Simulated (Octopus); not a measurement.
## BaS under changes of volume

One of the cells (32.576 Å³/atom); the others are scaled copies at fixed shape and fractional positions:

```
CELL_PARAMETERS angstrom
0.00000 3.19375 3.19375
3.19375 0.00000 3.19375
3.19375 3.19375 0.00000
ATOMIC_POSITIONS crystal
Ba 0.00000 0.00000 0.00000
S 0.50000 0.50000 0.50000
```

```yaml
Program: Octopus 16.4
Functional: PBE
Potentials_or_basis: pseudodojo_pbe (PseudoDojo 0.5, PBE)
Grid_spacing: 0.161 Å
k_mesh: 7 × 7 × 7
Occupations: fermi-dirac, width 0.05 eV
Spin: no spin polarisation
```

```tsv
volume (Å³/atom)	energy over the lowest point (meV/atom)	gap on the mesh (eV)
30.622	37.80	2.17
31.273	18.82	2.20
31.925	8.98	2.24
32.576	?	?
33.228	0.00	2.29
33.879	0.81	2.32
34.531	5.66	2.34
```

Question: What does the run at 32.576 Å³/atom give?

Answer: Energy over the lowest point 2.51 meV/atom; gap on the mesh 2.27 eV.

Worked out: A Birch-Murnaghan fit of order 3 (a polynomial in V^(-2/3)) to the other rows has its minimum at 33.27 Å³/atom with B0 = V·E''(V) = 42 GPa (rough, since the energies scatter). It gives 1.94 meV/atom at 32.576 Å³/atom, against the run's 2.51. A straight line through the other rows of the gap, of slope 1.43 eV per unit of ln V, gives 2.26 eV, against the run's 2.27.

Energies are extrapolated to zero smearing.

Caveats: spin-orbit coupling is left out, which moves the levels of the heavy elements; an odd mesh through Γ misses points on the zone boundary, where band edges often lie.
